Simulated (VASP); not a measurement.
# TiO2 (Anatase) (I4_1/amd) in VASP: notebook

One crystal, TiO2 (Anatase), is run at these levels: PBE; tasks: single point.

Program: VASP 6.6.1. These are calculated values, not measurements. Logs are shortened: lines on timing, memory, paths and dates and some standing lists are left out, and cuts for length are marked.

**1. The crystal as given**

It takes space group I4_1/amd (No. 141, tetragonal). The conventional cell has a = 3.784 Å, b = 3.784 Å, c = 9.515 Å, α = 90.00°, β = 90.00°, γ = 90.00°. Around Ti (site symmetry -4m2) lie 6 O at 1.93 to 1.98 Å. O (site symmetry 2mm) is surrounded by 3 Ti at 1.93 to 1.98 Å.

**2. Single point, PBE**

The input, INCAR:

```
PREC = Accurate ; ENCUT = 460
EDIFF = 1E-6 ; ISMEAR = 0
SIGMA = 0.05 ; LREAL = False
LASPH = True ; NELM = 100
ALGO = Normal ; ISIF = 2
LWAVE = False ; LCHARG = False
GGA = PE ; ADDGRID = False
```

The input, KPOINTS:

```
regular mesh
0
Gamma
  5 5 5
```

The input, POSCAR:

```
TiO2
1.0
   -1.8921000000      1.8921000000      4.7573000000
    1.8921000000     -1.8921000000      4.7573000000
    1.8921000000      1.8921000000     -4.7573000000
Ti O
2 4
Direct
    0.7500000000      0.2500000000      0.5000000000
    0.0000000000      0.0000000000      0.0000000000
    0.7919000000      0.7919000000      0.0000000000
    0.5419000000      0.0419000000      0.5000000000
    0.9581000000      0.4581000000      0.5000000000
    0.2081000000      0.2081000000      0.0000000000
```

Potentials or basis: VASP PAW PBE potentials, release 64 (Ti, O).

On the command line:

```sh
$ cat potpaw_PBE.64/Ti/POTCAR potpaw_PBE.64/O/POTCAR > POTCAR
$ mpirun -np 1 vasp_std > vasp.out
```

OUTCAR:

```text
PREC = Accurate
   ENCUT = 460
   EDIFF = 1E-6
   ISMEAR = 0
   LREAL = False
   LASPH = True
   NELM = 100
   ISIF = 2
   GGA = PE

 Found     18 irreducible k-points:

 Following reciprocal coordinates:
            Coordinates               Weight
  0.000000  0.000000  0.000000      1.000000
  0.200000 -0.000000  0.000000      8.000000
  0.400000  0.000000  0.000000      8.000000
  0.200000  0.200000  0.000000      8.000000
  0.400000  0.200000  0.000000     16.000000
 -0.400000  0.200000 -0.000000     16.000000
   k-points           NKPTS =     18   k-points in BZ     NKDIM =     18   number of bands    NBANDS=     20
   number of dos      NEDOS =    301   number of ions     NIONS =      6
   total plane-waves  NPLWV =  64000
   dimension x,y,z NGX =    40 NGY =   40 NGZ =   40
   dimension x,y,z NGXF=    80 NGYF=   80 NGZF=   80
   ions per type =               2   4
   NGX,Y,Z   is equivalent  to a cutoff of  12.18, 12.18, 12.18 a.u.
   NGXF,Y,Z  is equivalent  to a cutoff of  24.37, 24.37, 24.37 a.u.
 SYSTEM =  unknown system
   PREC   = accura    normal or accurate (medium, high low for compatibility)
   ISTART =      0    job   : 0-new  1-cont  2-samecut
   ICHARG =      2    charge: 1-file 2-atom 10-const
   ISPIN  =      1    spin polarized calculation?
   LNONCOLLINEAR =      F non collinear calculations
   LSORBIT =      F    spin-orbit coupling
   LASPH  =      T    aspherical Exc in radial PAW
   ENCUT  =  460.0 eV  33.81 Ry    5.81 a.u.   9.55  9.55  9.55*2*pi/ulx,y,z
   NELM   =    100;   NELMIN=  2; NELMDL= -5     # of ELM steps
   EDIFF  = 0.1E-05   stopping-criterion for ELM
   LREAL  =      F    real-space projection
   EDIFFG = 0.1E-04   stopping-criterion for IOM
   NSW    =      0    number of steps for IOM
   IBRION =     -1    ionic relax: 0-MD 1-quasi-New 2-CG
   NFREE  =      0    steps in history (QN), initial steepest desc. (CG)
   ISIF   =      2    stress and relaxation
   ISYM   =      2    0-nonsym 1-usesym 2-fastsym
   POTIM  = 0.5000    time-step for ionic-motion
   TEBEG  =    0.0;   TEEND  =   0.0 temperature during run
   PSTRESS=    0.0 pullay stress
   NELECT =      32.0000    total number of electrons
   NUPDOWN=      -1.0000    fix difference up-down
   EMIN   =  10.00;   EMAX   =-10.00  energy-range for DOS
[... 5 lines left out ...]
     AMIX     =   0.40;   BMIX     =  1.00
     AMIX_MAG =   1.60;   BMIX_MAG =  1.00
  volume/ion in A,a.u.               =      11.35        76.62
  Fermi-wavevector in a.u.,A,eV,Ry     =   1.272590  2.404847 22.034444  1.619486
  Thomas-Fermi vector in A             =   2.405460
   LORBIT       =      0    0 simple, 1 ext, 2 COOP (PROOUT), +10 PAW based schemes
   GGA     = PE    functional components
   LHFCALC =     F    Hartree Fock is set to
   AEXX    =    0.0000 exact exchange contribution
   IVDW    =     0    specifies the selected vdW correction
   LEPSILON=     F    determine dielectric tensor
   LRPA    =     F    only Hartree local field effects (RPA)
 non-spin polarized calculation
 Gauss-broadening in eV      SIGMA  =   0.05
  energy-cutoff  :      460.00
  volume of cell :       68.13
 maximum number of plane-waves:      1547
 NGX is ok and might be reduce to    40
   NGX = 19   NGY = 19   NGZ = 19

 number of electron      31.9999996 magnetization

 Free energy of the ion-electron system (eV)
  ---------------------------------------------------
  ext. energy  EPLUGINS =         0.00000000
  ---------------------------------------------------
  free energy    TOTEN  =       -52.92744772 eV

  energy without entropy =      -52.92744772  energy(sigma->0) =      -52.92744772

 E-fermi :   0.9076     XC(G=0): -10.5257

 val. band max:        0.6895889051   @ k =  -0.4000   0.4000   0.0000
 cond. band min:       2.6426719684   @ k =   0.0000   0.0000   0.0000
 fundamental gap:      1.9530830632
 Fermi energy:         0.9076165250

 k-point     1 :       0.0000    0.0000    0.0000
  band No.  band energies     occupation
      1     -16.9984      2.00000
      2     -15.9501      2.00000
      3     -15.9372      2.00000
      4     -15.4716      2.00000
      5      -3.2722      2.00000
      6      -3.1563      2.00000
[... 12 lines left out ...]
     19       4.4733      0.00000
     20       4.4743      0.00000

 k-point     2 :       0.2000   -0.0000    0.0000
  band No.  band energies     occupation
      1     -16.8202      2.00000
      2     -15.8999      2.00000
      3     -15.8535      2.00000
      4     -15.4615      2.00000
      5      -3.6537      2.00000
      6      -3.2650      2.00000
[... 12 lines left out ...]
     19       3.8737      0.00000
     20       4.1434      0.00000

 k-point     3 :       0.4000    0.0000    0.0000
  band No.  band energies     occupation
      1     -16.5288      2.00000
      2     -15.7485      2.00000
      3     -15.7157      2.00000
      4     -15.4948      2.00000
      5      -3.9422      2.00000
      6      -3.2195      2.00000
[... 12 lines left out ...]
     19       4.0794      0.00000
     20       4.1349      0.00000

 k-point     4 :       0.2000    0.2000    0.0000
  band No.  band energies     occupation
      1     -16.5891      2.00000
      2     -15.8898      2.00000
      3     -15.7611      2.00000
      4     -15.4711      2.00000
      5      -3.7425      2.00000
      6      -3.5520      2.00000
[... 12 lines left out ...]
     19       3.7672      0.00000
     20       4.1292      0.00000

 k-point     5 :       0.4000    0.2000    0.0000
  band No.  band energies     occupation
      1     -16.2865      2.00000
      2     -15.7396      2.00000
      3     -15.6319      2.00000
      4     -15.4902      2.00000
      5      -3.9714      2.00000
      6      -3.6136      2.00000
[... 12 lines left out ...]
     19       4.1044      0.00000
     20       4.2051      0.00000

 k-point     6 :      -0.4000    0.2000   -0.0000
  band No.  band energies     occupation
      1     -16.3615      2.00000
      2     -15.6851      2.00000
      3     -15.6435      2.00000
      4     -15.4477      2.00000
      5      -3.9201      2.00000
      6      -3.5872      2.00000
[... 12 lines left out ...]
     19       4.0896      0.00000
     20       4.2688      0.00000

 [... further k-points ...]
[... 5 lines left out ...]
  --------------------------------------------------------------------------------------
  -------------------------------------------------------------------------------------
  Total        3.1839480      3.1839480      3.3815486      0.0000000      0.0000000      0.0000000
  in kB       74.8803460     74.8803460     79.5275339      0.0000000      0.0000000      0.0000000
  external PRESSURE =      76.4294086 kB  Pullay stress =       0.0000000 kB

 VOLUME and BASIS-vectors are now :
 -----------------------------------------------------------------------------
  energy-cutoff  :      460.00
  volume of cell :       68.13
      direct lattice vectors                 reciprocal lattice vectors
    -1.892100000  1.892100000  4.757300000     0.000000000  0.264256646  0.105101633
     1.892100000 -1.892100000  4.757300000     0.264256646  0.000000000  0.105101633
     1.892100000  1.892100000 -4.757300000     0.264256646  0.264256646  0.000000000

 POSITION                                       TOTAL-FORCE (eV/Angst)
 -----------------------------------------------------------------------------------
      0.00000      1.89210      2.37865        -0.000000     -0.000000     -0.000000
      0.00000      0.00000      0.00000        -0.000000     -0.000000     -0.000000
      0.00000      0.00000      7.53461        -0.000000      0.000000     -0.162867
      0.00000      1.89210      0.39866         0.000000     -0.000000     -0.162867
      0.00000      1.89210      4.35864         0.000000     -0.000000      0.162867
      0.00000      0.00000      1.97999        -0.000000      0.000000      0.162867
 -----------------------------------------------------------------------------------
    total drift:                                0.000000      0.000000     -0.000000

  FREE ENERGIE OF THE ION-ELECTRON SYSTEM (eV)
  ---------------------------------------------------
  free  energy   TOTEN  =       -52.9274477187 eV

  energy  without entropy=      -52.9274477187  energy(sigma->0) =      -52.92744772
```

It took 40 s on 1 thread of Intel Xeon Platinum 8488C (Sapphire Rapids), shared host; peak memory 0.24 GiB.

These settings aren't checked as converged: the numbers below hold their error.

Results:

- Free energy: -52.9274 eV
- Pressure: 7.6 GPa
- Largest force: 0.163 eV/Å
- Band gap on the k mesh: 1.95 eV, indirect (least direct gap 2.28 eV)

Caveat: the k mesh is coarse (spacing up to 0.47 Å⁻¹), so the values aren't converged; the cutoff is under 1.25 times the usual one of these potentials, so pressure, stress and relaxed cells hold a basis-set (Pulay) error; an odd mesh through Γ misses points on the zone boundary, where band edges often lie.

**3. Single point, PBE**

The input, INCAR:

```
PREC = Accurate ; ENCUT = 460
EDIFF = 1E-7 ; ISMEAR = 0
SIGMA = 0.05 ; LREAL = False
LASPH = False ; NELM = 100
ALGO = Normal ; ISIF = 2
LWAVE = False ; LCHARG = False
GGA = PE ; ADDGRID = False
```

KPOINTS is that of step 2.

POSCAR is that of step 2.

Potentials or basis: VASP PAW PBE potentials, release 64 (Ti, O).

On the command line:

```sh
$ cat potpaw_PBE.64/Ti/POTCAR potpaw_PBE.64/O/POTCAR > POTCAR
$ mpirun -np 1 vasp_std > vasp.out
```

Wall time 42 s (1 thread of Intel Xeon Platinum 8488C (Sapphire Rapids), shared host); peak memory 0.24 GiB.

The run converged, but some of its settings lie outside the range that counts as converged, so its numbers aren't taken as properties of the crystal.

What came out:

```
Free energy            : -52.9253 eV
Pressure               : 7.6 GPa
Largest force          : 0.163 eV/Å
Band gap on the k mesh : 1.95 eV, indirect (least direct gap 2.27 eV)
```

Caveat: the k mesh is coarse (spacing up to 0.47 Å⁻¹), so the values aren't converged; the cutoff is under 1.25 times the usual one of these potentials, so pressure, stress and relaxed cells hold a basis-set (Pulay) error; an odd mesh through Γ misses points on the zone boundary, where band edges often lie.

(Continued in part 2 of 2.)
